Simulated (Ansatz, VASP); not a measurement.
Rb: VASP beside Ansatz

```
CELL_PARAMETERS angstrom
-2.80600 2.80600 2.86212
2.80600 -2.80600 2.86212
2.80600 2.80600 -2.86212
ATOMIC_POSITIONS crystal
Rb 0.00000 0.00000 0.00000
```

Change from the starting cell: zz strain of +2 %.

Alike in both runs: task single point; functional PBEsol; k mesh 8 × 8 × 8; occupations fermi-dirac, width 0.05 eV; no spin polarisation.

```csv
,VASP,Ansatz
version,VASP 6.6.1,Ansatz 0.2.0
potentials or method,"VASP PAW PBE potentials, release 64 (Rb_sv), cutoff 520 eV","all-electron LAPW, scalar-relativistic"
```

|  | VASP | Ansatz | Ansatz less VASP |
| --- | --- | --- | --- |
| pressure (GPa) | -0.1 | -0.1 | 0.00 |

Ansatz ran all-electron here, so the differences hold the error of VASP's frozen core and of both bases.

Caveats: the PAW data sets were made with another functional, which shifts forces and pressure a little (VASP).
